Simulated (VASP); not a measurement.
Crystal: TiSi2.

```
Ti Si
1.0
     0.00000    4.11752    4.26290
     2.38951    0.00000    4.26290
     2.38951    4.11752    0.00000
Ti Si
2 4
Direct
  0.75000 0.75000 0.75000
  0.50000 0.50000 0.50000
  0.41257 0.08743 0.41257
  0.08743 0.41257 0.08743
  0.16257 0.83743 0.16257
  0.83743 0.16257 0.83743
```

The cell is a database's computed one.

* Program: VASP 6.6.1
* Task: relaxation of cell and atoms
* Functional: LDA
* Potentials or basis: VASP PAW LDA potentials, release 64 (Ti_sv, Si)
* Cutoff: 600 eV
* k mesh: 5 × 5 × 5
* Occupations: fermi-dirac, width 0.05 eV
* Spin: no spin polarisation

At the start: pressure -4.9 GPa; volume 13.98 Å³/atom.

Problem. Where does the relaxation end?

Solution. Over 7 steps the energy falls by 7.9 meV/atom and the volume is 13.51 Å³/atom (-3.4 %); space group Fddd (No. 70, to 0.05 Å).

The path:
```
step  energy change (eV)  largest force (eV/Å)  pressure (GPa)  volume (Å³)
   1              0.0000                0.0103           -4.89        83.88
   2             -0.0125                0.0394            4.88        78.81
   3             -0.0452                0.0250            0.11        81.08
   4             -0.0470                0.0073           -0.02        81.03
   5             -0.0471                0.0109            0.01        81.04
   6             -0.0471                0.0113            0.01        81.04
   7             -0.0471                0.0073           -0.02        81.05
```

Final structure:
```
CELL_PARAMETERS angstrom
0.00000 4.05510 4.23864
2.35765 0.00000 4.23864
2.35765 4.05510 0.00000
ATOMIC_POSITIONS crystal
Ti 0.75000 0.75000 0.75000
Ti 0.50000 0.50000 0.50000
Si 0.41276 0.08724 0.41276
Si 0.08724 0.41276 0.08724
Si 0.16276 0.83724 0.16276
Si 0.83724 0.16276 0.83724
```
